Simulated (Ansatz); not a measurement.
Sb, DFT, PBE, all-electron PAW with datasets made for the crystal, scalar-relativistic (Ansatz 0.2.0), run on 1 thread of Intel(R) Xeon(R) 6975P-C (Granite Rapids) on a shared host.

The geometry is COD entry 9013010, unchecked; take it as a test cell. The listed cell was then made from it by scaling, straining or moving an atom.

Command: `ansatz run input.yaml --threads 1 --pin off --max-ram 3072MiB --backend cpu --events-out ev --progress --plain --runs-dir out`

```yaml
crystal:
  lattice:
    - [-1.485075, 1.509875, 2.48]
    - [1.509875, -1.485075, 2.48]
    - [1.500125, 1.500125, -2.46495]
  atoms:
    - { symbol: Sb, position: [0.0, 0.0, 0.0] }
kpoints:
  mp_grid: { grid: [19, 19, 19] }
scf:
  occupations: { method: fermi_dirac, width: 0.05 }
hamiltonian:
  xc: pbe
  pseudopotentials: { kind: all_electron, datasets: crystal }
output:
  forces: true
  stress: true
  eigenvalues: true
  efg: { contact_densities: true }
```

Question: How large is the problem that the program sets up?

Answer: 1810 irreducible k-points, 129 plane waves at Γ, 7 bands.

Question: About how long does it take, and how much memory does it use?

Answer: 22 s of wall time for 6 SCF iterations, with a peak of 0.73 GiB. Times on shared machines scatter by tens of per cent.

Question: And the same cell and mesh by frozen-core PAW, asked for forces, stress, eigenvalues, efg, on the same hardware?

Answer: 14 s, peak memory 0.76 GiB.
